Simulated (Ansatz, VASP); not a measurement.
# MgO (Periclase) in VASP and in Ansatz

```
CELL_PARAMETERS angstrom
0.00000 2.06094 2.06094
2.06094 0.00000 2.06094
2.06094 2.06094 0.00000
ATOMIC_POSITIONS crystal
Mg 0.00000 0.00000 0.00000
O 0.50000 0.50000 0.50000
```

Alike in both runs: functional PBEsol; k mesh 10 × 10 × 10; no spin polarisation.

Ansatz relaxed the structure, and its values are those at the end. VASP's run is a single point on that final structure, the one shown.

|  | VASP | Ansatz |
| --- | --- | --- |
| version | VASP 6.6.1 | Ansatz 0.2.0 |
| potentials or method | VASP PAW PBE potentials, release 64 (Mg, O) | scalar-relativistic, plane waves, PAW |
| plane-wave cutoff (eV) | 520 | 420 |
| occupations | gaussian, width 0.01 eV | fixed |
| valence electrons in the cell | 8 | 16 |

Ansatz gave:

- gap on the k mesh at the Fermi level (eV): 5.28
- least direct gap on the mesh (eV): 5.28
- pressure (GPa): 12.0

**Question.** What did VASP give for the same quantities?

**Answer.** gap on the k mesh at the Fermi level (eV): 5.29; least direct gap on the mesh (eV): 5.29; pressure (GPa): 11.6.

The two sets of potentials don't hold the same shells in valence.

Caveats: the PAW data sets were made with another functional, which shifts forces and pressure a little (VASP).
